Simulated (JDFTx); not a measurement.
The system is CoO.

```
Co O
1.0
    -1.50800    1.50800    2.10725
     1.50800   -1.50800    2.10725
     1.50800    1.50800   -2.10725
Co O
1 1
Direct
  0.00000 0.00000 0.00000
  0.50000 0.50000 0.00000
```

Program: JDFTx 1.7.0 (patched build). Alike in all runs: task single point; potentials or basis PseudoDojo-SR-PBE-0.5-standard with smoothed tails; spin collinear, ferromagnetic start; cell as given; k mesh 8 × 8 × 8; cutoff (eV) 1306; smearing fermi-dirac 0.05 eV; the mesh is coarse, so values aren't converged.

Q: Order these runs on this cell by their pressure, lowest first.
A. level PBE+U; U Co d U = 8 eV
B. level PBE+U; U Co d U = 6 eV
C. level PBE

A: C (-0.2 GPa), B (15.9 GPa), A (19.4 GPa).

Caveats: some runs use coarse meshes; a cell with one magnetic atom can't hold antiferromagnetic order, which such compounds often take.
